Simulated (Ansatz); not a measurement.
**Energy ranking of Ti3O4 structures**

Theory: Ansatz 0.2.0, DFT r2SCAN, scalar-relativistic, plane waves, PAW. Settings: cutoff 500 eV, Γ-centred meshes no coarser than 0.19 Å⁻¹ for metals and 0.3 Å⁻¹ for insulators (2π included), Gaussian smearing.

These are static lattice energies at zero pressure. The comparison covers the computed candidates alone. The k mesh leaves about 4 meV/atom of noise in metals. No run with spin kept a moment.

```json
{"#": "1", "started from": "database cell", "space group": "I4/mmm (No. 139)", "atoms": "7", "V (Å³/atom)": "9.9", "ΔE (meV/atom)": "0", "gap on mesh (eV)": "0.00"}
{"#": "2", "started from": "database cell", "space group": "Cmmm (No. 65)", "atoms": "7", "V (Å³/atom)": "10.2", "ΔE (meV/atom)": "41", "gap on mesh (eV)": "0.00"}
```

The lowest structure: Space group I4/mmm (No. 139), tetragonal, a = 4.124 Å, c = 8.158 Å. Around Ti on Wyckoff site d (2 atoms of the primitive cell) lie 6 O at 2.04–2.06 Å; Ti on Wyckoff site b (1 atom of the primitive cell) is coordinated by 6 O at 2.06–2.09 Å; O on Wyckoff site c (2 atoms of the primitive cell) is coordinated by 4 Ti at 2.04–2.06 Å; O on Wyckoff site e (2 atoms of the primitive cell) has 5 Ti at 2.06–2.09 Å. Its energy against the elements is -3.02 eV/atom. Formation energies are uncorrected and refer to the lowest elemental structures computed at the same level (O₂ as a molecule).

```
Ti O
1.0
    -2.06218    2.06218    4.07907
     2.06218   -2.06218    4.07907
     2.06218    2.06218   -4.07907
Ti O
3 4
Direct
  0.25000 0.75000 0.50000
  0.50000 0.50000 0.00000
  0.75000 0.25000 0.50000
  0.00000 0.50000 0.50000
  0.24440 0.24440 0.00000
  0.50000 0.00000 0.50000
  0.75560 0.75560 0.00000
```

The second: Space group Cmmm (No. 65), orthorhombic, a = 5.848 Å, b = 8.122 Å, c = 2.999 Å. Around Ti on Wyckoff site d (1 atom of the primitive cell) lie 6 O at 2.03–2.09 Å; Ti on Wyckoff site e (2 atoms of the primitive cell) is coordinated by 6 O at 2.03–2.10 Å; around O on Wyckoff site g (2 atoms of the primitive cell) lie 4 Ti at 2.03 Å; around O on Wyckoff site j (2 atoms of the primitive cell) lie 5 Ti at 2.09–2.10 Å.